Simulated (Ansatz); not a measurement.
Runs of Ansatz 0.2.0 on CuO. The typed cell holds 4 atoms: a = 2.993 Å, b = 2.993 Å, c = 5.184 Å, α = 73.22°, β = 73.22°, γ = 60.00°. The cell comes from a database or a generator and needn't be the stable form of this composition.

```tsv
task	level	U	cell	cutoff (eV)	hubbard projectors	double counting	gap on the mesh (eV)	pressure (GPa)	relaxed volume (Å³/atom)
density of states	r2SCAN	-	as given	500	-	-	none	-2.0	-
relaxation of cell and atoms	PBEsol+U	Cu d U = 4.5 eV	relaxed	420	ortho-atomic (the default)	fll (the default)	none	0.0	9.20
relaxation of cell and atoms	PBEsol+U	Cu d U = 5.3 eV	relaxed	420	ortho-atomic (the default)	fll (the default)	none	0.0	(a)
relaxation of cell and atoms	LDA	-	relaxed	420	-	-	none	0.0	8.77
```

Alike in all rows: potentials or basis Ansatz PAW; no spin polarisation; k mesh 10 × 10 × 6; smearing fermi-dirac 0.05 eV.

**Question.** Fill in the values left out.

**Answer.** (a) 9.22.

Caveats: the run has no spin polarisation, though such a crystal can be magnetic; the PAW data sets come from PBE, with cores solved anew for the run's functional, which leaves a small shift of forces and pressure; the plane-wave basis is chosen anew once the cell has moved, so the energies of steps on either side of that aren't comparable (some runs); semilocal functionals often make such compounds metallic where correlation or magnetic order opens a gap, which also shifts bond lengths (some runs); U without spin polarisation on a metal has little footing (some runs); forces of over 1 eV/Å show positions far from the minimum, so gaps and moduli don't describe the material at rest (some runs); the density of states is complete only up to the lowest level of the last band computed (some runs).

A k mesh can miss the band edges.

A gap of «none» marks a metal or a gap under the smearing width.

Not every run made on this cell is shown here.
